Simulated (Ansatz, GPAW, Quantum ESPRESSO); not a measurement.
# Mo: programs and potentials compared

```
Mo
1.0
    -1.58381    1.58381    1.58381
     1.58381   -1.58381    1.58381
     1.58381    1.58381   -1.58381
Mo
1
Direct
  0.00000 0.00000 0.00000
```

Alike in all runs: task band structure; functional PBEsol; k mesh 12 × 12 × 12; occupations fermi-dirac, width 0.05 eV; no spin polarisation; no spin-orbit coupling. Pressure is positive in compression and, in plane waves, holds the error of the finite cutoff.

| program and potentials | plane-wave cutoff (eV) | notes | pressure (GPa) |
| --- | --- | --- | --- |
| Ansatz, all-electron LAPW, scalar-relativistic | - | - | -9.61 |
| GPAW, PAW data sets generated for this functional | 600 | - | -9.97 |
| Quantum ESPRESSO, PseudoDojo 0.4.1 SR PBEsol standard | 1088 | - | -9.26 |

The pressure spans -9.97 (GPAW, PAW data sets generated for this functional) to -9.26 GPa (Quantum ESPRESSO, PseudoDojo 0.4.1 SR PBEsol standard), with all-electron results at -9.61.

The functional is the same throughout but for its coding, so the spread measures potentials, basis and numerics; runs on potential files found faulty are left out.
